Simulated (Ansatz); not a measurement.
## Si: a jump of Si

Theory: DFT PBE, scalar-relativistic, plane waves, PAW (Ansatz). Run with 420 eV cutoff, 2×2×2 k-mesh, shifted by half a step, Gaussian smearing of 0.02 eV, no spin polarisation.

In a supercell of 32 host sites, Si trades places with a neighbouring Si vacancy, moving 2.21 Å between the relaxed ends. Climbing-image nudged elastic band at fixed cell with images 0 (start) to 2 (end), the path measured over all atoms, converged to 0.05 eV/Å; the order of the saddle wasn't checked, and the small cell leaves errors of about a tenth of an eV.

Start:

```yaml
crystal:
  lattice:
    - [5.47009, 5.47009, -5.47009]
    - [-5.47009, 5.47009, 5.47009]
    - [5.47009, -5.47009, 5.47009]
  atoms:
    - { symbol: Si, position: [0.49143, 0.74143, 0.99143] }
    - { symbol: Si, position: [0.25000, 0.74892, 0.25012] }
    - { symbol: Si, position: [0.00108, 0.75120, 0.50108] }
    - { symbol: Si, position: [0.49892, 0.00012, 0.75000] }
    - { symbol: Si, position: [0.75012, 0.74892, 0.75000] }
    - { symbol: Si, position: [0.25000, 0.00012, 0.99892] }
    - { symbol: Si, position: [0.99880, 0.99988, 0.24988] }
    - { symbol: Si, position: [0.50120, 0.25108, 0.50108] }
    - { symbol: Si, position: [0.74988, 0.99988, 0.49880] }
    - { symbol: Si, position: [0.25000, 0.25857, 0.75000] }
    - { symbol: Si, position: [0.00108, 0.25108, 0.00120] }
    - { symbol: Si, position: [0.49892, 0.50000, 0.25012] }
    - { symbol: Si, position: [0.74988, 0.24880, 0.24988] }
    - { symbol: Si, position: [0.25000, 0.50000, 0.50857] }
    - { symbol: Si, position: [0.00857, 0.50000, 0.75000] }
    - { symbol: Si, position: [0.75012, 0.50000, 0.99892] }
    - { symbol: Si, position: [0.00201, 0.50000, 0.99786] }
    - { symbol: Si, position: [0.75000, 0.50000, 0.25000] }
    - { symbol: Si, position: [0.25000, 0.74786, 0.50201] }
    - { symbol: Si, position: [0.49786, 0.50000, 0.50201] }
    - { symbol: Si, position: [0.00201, 0.74786, 0.75000] }
    - { symbol: Si, position: [0.74586, 0.74799, 0.99799] }
    - { symbol: Si, position: [0.25000, 0.00000, 0.25000] }
    - { symbol: Si, position: [0.49799, 0.74799, 0.24586] }
    - { symbol: Si, position: [0.00214, 0.00414, 0.50214] }
    - { symbol: Si, position: [0.75000, 0.00000, 0.75000] }
    - { symbol: Si, position: [0.25000, 0.25201, 0.99786] }
    - { symbol: Si, position: [0.49799, 0.99586, 0.99799] }
    - { symbol: Si, position: [0.00214, 0.25214, 0.25414] }
    - { symbol: Si, position: [0.75414, 0.25214, 0.50214] }
    - { symbol: Si, position: [0.49786, 0.25201, 0.75000] }
```

Atom 1 jumps to (2.782, 0.047, 5.517) Å.

**Question.** Give the energy along the band and the structure at its top.

**Answer.**
```tsv
image	path (Å)	E − E(0) (eV)	Si x (Å)	Si y (Å)	Si z (Å)	force on Si (eV/Å)
0	0.00	0.000	4.056	1.321	6.791	0.02
1	1.18	0.427	3.419	0.684	6.154	0.00
2	2.35	0.000	2.782	0.047	5.517	0.02
```

Barrier 0.43 eV. Image 1:
```yaml
crystal:
  lattice:
    - [5.47009, 5.47009, -5.47009]
    - [-5.47009, 5.47009, 5.47009]
    - [5.47009, -5.47009, 5.47009]
  atoms:
    - { symbol: Si, position: [0.37500, 0.62500, 0.87500] }
    - { symbol: Si, position: [0.24974, 0.74900, 0.24879] }
    - { symbol: Si, position: [0.00124, 0.75388, 0.50124] }
    - { symbol: Si, position: [0.49900, 0.99879, 0.74974] }
    - { symbol: Si, position: [0.74879, 0.74900, 0.74974] }
    - { symbol: Si, position: [0.24974, 0.99879, 0.99900] }
    - { symbol: Si, position: [0.98731, 0.99396, 0.24396] }
    - { symbol: Si, position: [0.50388, 0.25124, 0.50124] }
    - { symbol: Si, position: [0.74396, 0.99396, 0.48731] }
    - { symbol: Si, position: [0.26340, 0.27736, 0.76340] }
    - { symbol: Si, position: [0.00124, 0.25124, 0.00388] }
    - { symbol: Si, position: [0.49900, 0.49974, 0.24879] }
    - { symbol: Si, position: [0.74396, 0.23731, 0.24396] }
    - { symbol: Si, position: [0.26340, 0.51340, 0.52736] }
    - { symbol: Si, position: [0.02736, 0.51340, 0.76340] }
    - { symbol: Si, position: [0.74879, 0.49974, 0.99900] }
    - { symbol: Si, position: [0.00121, 0.50100, 0.00026] }
    - { symbol: Si, position: [0.74876, 0.49612, 0.24876] }
    - { symbol: Si, position: [0.25100, 0.75026, 0.50121] }
    - { symbol: Si, position: [0.50026, 0.50100, 0.50121] }
    - { symbol: Si, position: [0.00121, 0.75026, 0.75100] }
    - { symbol: Si, position: [0.72264, 0.73660, 0.98660] }
    - { symbol: Si, position: [0.24612, 0.99876, 0.24876] }
    - { symbol: Si, position: [0.48660, 0.73660, 0.22264] }
    - { symbol: Si, position: [0.00604, 0.01269, 0.50604] }
    - { symbol: Si, position: [0.74876, 0.99876, 0.74612] }
    - { symbol: Si, position: [0.25100, 0.25121, 0.00026] }
    - { symbol: Si, position: [0.48660, 0.97264, 0.98660] }
    - { symbol: Si, position: [0.00604, 0.25604, 0.26269] }
    - { symbol: Si, position: [0.76269, 0.25604, 0.50604] }
    - { symbol: Si, position: [0.50026, 0.25121, 0.75100] }
```

Cost: 1 run of about 1.8 core-minutes, on AMD EPYC 9R14 (Zen 4) (shared hosts).